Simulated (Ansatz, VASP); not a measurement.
One calculation of BaTiO3, two programs

```
Ba Ti O
1.0
     3.92616    0.00000    0.00000
     0.00000    3.92616    0.00000
     0.00000    0.00000    3.94001
Ba Ti O
1 1 3
Direct
  0.00000 0.00000 0.00524
  0.50000 0.50000 0.49747
  0.50000 0.50000 0.01507
  0.50000 0.00000 0.51261
  0.00000 0.50000 0.51261
```

Alike in both runs: functional PBE; k mesh 8 × 8 × 8; occupations gaussian, width 0.02 eV; no spin polarisation.

Ansatz relaxed the structure, and its values are those at the end. VASP's run is a single point on that final structure, the one shown.

|  | VASP | Ansatz |
| --- | --- | --- |
| version | VASP 6.6.1 | Ansatz 0.2.0 |
| potentials or method | VASP PAW PBE potentials, release 64 (Ba_sv, Ti_sv, O) | scalar-relativistic, plane waves, PAW |
| plane-wave cutoff (eV) | 520 | 420 |
| valence electrons in the cell | 40 | 40 |

```tsv
	VASP	Ansatz	Ansatz less VASP
gap on the k mesh at the Fermi level (eV)	1.86	1.94	+0.077
least direct gap on the mesh (eV)	2.02	2.04	+0.029
pressure (GPa)	15.2	13.0	-2.22
rms of the force components (eV/Å)	0.009	0.000	-0.0090
```

Caveats: so large a pressure means that the cell lies far from this level's equilibrium, or that cutoff or potentials fall short (VASP); spin-orbit coupling is left out, which moves the levels of the heavy elements. A k mesh can miss the band edges. A hybrid or GW would open this gap; PBE tends to underestimate it.
